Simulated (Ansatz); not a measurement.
# Sb, space group Im-3m: the spin response to a magnetic field

Computed with Ansatz's Python interface.

Run as a notebook:

```python
import ansatz as az
import numpy as np
```

```python
system = (
    az.Lattice.bcc(3.45)
    .space_group(229)
    .atom("Sb", [0.0, 0.0, 0.0])
    .primitive()
)
```

```python
len(system.resolved().sites)
```

    1

```python
job = (
    system.calculation()
    .functional("pbe")
    .pseudopotentials("paw")
    .basis(16 * az.Ha)
    .kpoints(spacing=0.32)
    .occupations(az.OccupationsMethod.FERMI_DIRAC, width=0.1)
    .scf(tolerance=1e-08)
    .spin("collinear")
)
# the field acts on the spins alone; such large fields lift the response over the noise
rows = []
for tesla in [-200, 0, 200]:
    summary = (job.magnetic_field(tesla) if tesla else job).run().report
    rows.append((tesla, summary["magnetization_mub"], summary["free_energy_ev"], summary["components"].get("e_zeeman", 0.0)))
lines = [",".join(["B (T)", "moment muB", "F eV", "Zeeman term eV"])] + [",".join(f"{v:.4f}" if isinstance(v, float) else str(v) for v in row) for row in rows]
print("\n".join(lines))
with open("zeeman.csv", "w") as handle:
    handle.write("\n".join(lines) + "\n")
slope = np.polyfit([row[0] for row in rows], [row[1] for row in rows], 1)[0]
print(f"dM/dB = {1000 * slope:.4f} muB per 1000 T per cell")
```

    RunWarning: this spin-polarised run has no starting moment large enough to seed its density, so its SCF can try parallel moments of its own, which can die out, and starts no order whose moments cancel. Behind that start scf.lower_state_search: light tries no other order and makes no probe for moments, and off searches [...]
    B (T),moment muB,F eV,Zeeman term eV
    -200,-0.0062,-6483.7459,-0.0001
    0,0.0000,-6483.7459,0.0000
    200,0.0062,-6483.7459,-0.0001
    dM/dB = 0.0312 muB per 1000 T per cell

Notes:
- Total energies depend on the potentials; only differences at equal settings carry meaning. A total without «per atom» is that of the cell as typed.
- The mesh is modest for a metal, so energies can be off by several to tens of meV an atom and pressures by half a GPa or more; differences at equal mesh fare better.
- This isn't the structure that Sb takes at ambient conditions.
- Warnings are shown shortened and without file and line.
- Orbital magnetism is left out. The response of a metal hangs strongly on mesh and smearing, and a straight-line fit holds only where the moment is linear in the field.
- Hardware and time: 4.8 s on 1 thread of Intel(R) Xeon(R) 6975P-C (Granite Rapids), on a shared host, peak memory 0.33 GiB.

(Lines on the test bed's own set-up are left out of the output.)
